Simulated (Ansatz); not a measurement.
## La (fcc): energy against volume

Theory: Ansatz 0.2.0, DFT, revPBE, plane waves (420 eV) with PAW, scalar-relativistic. (PAW data from PBE, frozen cores regenerated.)

The cell is scaled uniformly from the relaxed one, with fractional coordinates and shape fixed. Energies are extrapolated to zero smearing, pressures are those at the given smearing. Magnetic state: spin not included.

A Birch-Murnaghan fit gives V₀ = 38.30 Å³/atom, B₀ = 24 GPa, B₀′ = 3.1.

Problem. What are the energy above the minimum and the pressure at 34.017 Å³/atom?

Solution. 42.8 meV/atom and 3.49 GPa as computed.

Problem. What are the energy above the minimum and the pressure at 40.202 Å³/atom?

Solution. 6.8 meV/atom and -0.99 GPa as computed.

Problem. What are the energy above the minimum and the pressure at 41.749 Å³/atom?

Solution. 21.0 meV/atom and -1.74 GPa as computed.
